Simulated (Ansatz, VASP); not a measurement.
# Be in VASP and in Ansatz

```
Be
1.0
     2.15458    0.00000    0.00000
    -1.07729    1.86592    0.00000
     0.00000    0.00000    3.41628
Be
2
Direct
  0.33333 0.66667 0.25000
  0.66667 0.33333 0.75000
```

Alike in both runs: functional LDA; k mesh 21 × 21 × 12; occupations gaussian, width 0.1 eV; no spin polarisation.

Ansatz relaxed the structure, and its values are those at the end. VASP's run is a single point on that final structure, the one shown.

|  | VASP | Ansatz |
| --- | --- | --- |
| version | VASP 6.6.1 | Ansatz 0.2.0 |
| potentials or method | VASP PAW LDA potentials, release 64 (Be) | scalar-relativistic, plane waves, PAW |
| plane-wave cutoff (eV) | 520 | 420 |
| valence electrons in the cell | 4 | 4 |

|  | VASP | Ansatz | Ansatz less VASP |
| --- | --- | --- | --- |
| gap on the k mesh at the Fermi level (eV) | none | none | - |
| pressure (GPa) | 15.1 | 14.5 | -0.59 |

A gap of «none» marks a metal or a gap that the smearing closes.

Caveats: so large a pressure means that the cell lies far from this level's equilibrium, or that cutoff or potentials fall short (VASP).
